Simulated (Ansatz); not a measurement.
Consider SiC (F-43m).

The structure is cubic, space group F-43m (No. 216). The conventional cell has a = 4.358 Å, b = 4.358 Å, c = 4.358 Å, α = 90.00°, β = 90.00°, γ = 90.00°. Si has 4 C at 1.89 Å nearest. C has 4 Si at 1.89 Å nearest. Farther neighbours are not listed.

```xyz
2
Lattice="0.0000 2.1790 2.1790 2.1790 0.0000 2.1790 2.1790 2.1790 0.0000" Properties=species:S:1:pos:R:3 pbc="T T T"
Si    0.0000    0.0000    0.0000
C     1.0895    1.0895    1.0895
```

The cell and positions come from the Crystallography Open Database and are kept as given unless a step says otherwise. PAW set soft_2, made with PBE.

Gaps computed with Ansatz 0.2.0 without a self-energy: PBE 1.36 eV and DDH-PBE0 2.26 eV. The mean ε∞ by PBE perturbation theory is 6.96.

Q: Estimate the G0W0@PBE gap with 6×6×6 mesh, 132 empty bands, screening to 200 eV, default PAW files.

About 2.24 eV: on its mesh the run moves the gap from 1.35 eV by +0.89 eV. Among the scalar-relativistic levels given, DDH-PBE0 is nearest (+0.02 eV). One-shot corrections scale roughly with one over ε∞, here 0.14. Bands and cutoff are finite, so the gap is not at the basis limit. The miss can reach some tenths of an eV and take either sign; the mesh is an error of its own.

[Paths, hosts, dates, memory and timing lines, banners, echoed tables and standing remarks are left out of the program output.]

[Logs are printed without paths, hosts, clocks, repeated set-up lines and the standing remarks that a program may print on its own settings, such as how far it seeks lower states.]

[Runs of the session that timed out or met a known fault of the program may be left out.]

[Cells called generated may have been cut or substituted from an entry of the Crystallography Open Database or the Materials Project.]

[Hosts, paths, dates, database ids (printed as entryN), source tags and the programs' standing remarks are cut or masked in the printed files.]
